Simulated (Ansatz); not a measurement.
Take BaSnO$_{3}$ in the cubic perovskite structure (space group Pm-3m, No. 221; a = 4.1313 Å) as the base.

Structures relaxed with r2SCAN (Ansatz, a quantum-chemistry and plane-wave program, PAW, no spin-orbit coupling).

Base:

Simulated powder pattern, Cu Kα, λ = 1.54184 Å (kinematic, ideal powder, no thermal factors, no anomalous dispersion; the 10 strongest lines at most, above 2 %, up to 2θ = 90°):

```json
[
 {"2θ (°)": "30.60", "I/Imax (%)": "100", "hkl": "(110)"},
 {"2θ (°)": "37.71", "I/Imax (%)": "2.6", "hkl": "(111)"},
 {"2θ (°)": "43.83", "I/Imax (%)": "30", "hkl": "(200)"},
 {"2θ (°)": "54.40", "I/Imax (%)": "40", "hkl": "(211)"},
 {"2θ (°)": "63.71", "I/Imax (%)": "18", "hkl": "(220)"},
 {"2θ (°)": "72.33", "I/Imax (%)": "17", "hkl": "(310)"},
 {"2θ (°)": "80.54", "I/Imax (%)": "6.1", "hkl": "(222)"},
 {"2θ (°)": "88.57", "I/Imax (%)": "21", "hkl": "(321)"}
]
```

The change: cell and atoms relaxed at a pressure of 18 GPa.

Problem. Predict the new powder pattern.

Solution. 
Simulated powder pattern, Cu Kα, λ = 1.54184 Å (kinematic, ideal powder, no thermal factors, no anomalous dispersion; the 10 strongest lines at most, above 2 %, up to 2θ = 90°):

```json
[
 {"2θ (°)": "31.58", "d (Å)": "2.833", "I/Imax (%)": "100", "hkl": "(110)"},
 {"2θ (°)": "38.93", "d (Å)": "2.314", "I/Imax (%)": "2.6", "hkl": "(111)"},
 {"2θ (°)": "45.26", "d (Å)": "2.004", "I/Imax (%)": "29", "hkl": "(200)"},
 {"2θ (°)": "56.23", "d (Å)": "1.636", "I/Imax (%)": "39", "hkl": "(211)"},
 {"2θ (°)": "65.93", "d (Å)": "1.417", "I/Imax (%)": "18", "hkl": "(220)"},
 {"2θ (°)": "74.94", "d (Å)": "1.267", "I/Imax (%)": "17", "hkl": "(310)"},
 {"2θ (°)": "83.59", "d (Å)": "1.157", "I/Imax (%)": "6.1", "hkl": "(222)"}
]
```

The indices refer to the base's conventional cell; one index is shown for lines that coincide.

Load acts through the strain it causes; cell and atoms are relaxed under it. No phonon test of stability was made. Competing high-pressure phases were not computed.
